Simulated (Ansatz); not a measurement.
V:

```
V
1.0
    -1.51435    1.51435    1.51435
     1.51435   -1.51435    1.51435
     1.51435    1.51435   -1.51435
V
1
Direct
  0.00000 0.00000 0.00000
```

| Quantity | Value |
| --- | --- |
| Program | Ansatz 0.2.0 |
| Task | relaxation of cell and atoms |
| Functional | LDA |
| Potentials or basis | all-electron LAPW, scalar-relativistic |
| Basis error allowed | 0.001 eV/atom |
| k mesh | 9 × 9 × 9 |
| Occupations | fermi-dirac, width 0.05 eV |
| Spin | collinear spin, ferromagnetic start |
| Starting moments | [2.0] μB |

At the start: volume 13.89 Å³/atom.

How do energy, volume and symmetry change on relaxing?

Over 5 steps the energy falls by 90.8 meV/atom and the volume is 12.44 Å³/atom (-10.4 %); space group Im-3m (No. 229, to 0.05 Å); moment 0.00 μB per cell.

Step by step:
| step | energy change (eV) | largest force (eV/Å) | volume (Å³) |
| --- | --- | --- | --- |
| 1 | 0.0000 | 0.0000 | 13.89 |
| 2 | -0.0888 | 0.0000 | 12.26 |
| 3 | -0.0907 | 0.0000 | 12.48 |
| 4 | -0.0908 | 0.0000 | 12.44 |
| 5 | -0.0908 | 0.0000 | 12.44 |

Final structure:
```
V
1.0
    -1.45982    1.45982    1.45982
     1.45982   -1.45982    1.45982
     1.45982    1.45982   -1.45982
V
1
Cartesian
  0.0000 0.0000 0.0000
```

Caveat: the k mesh is thin for a metal, which can move the energy by tens of meV per atom; the starting moments weren't kept.
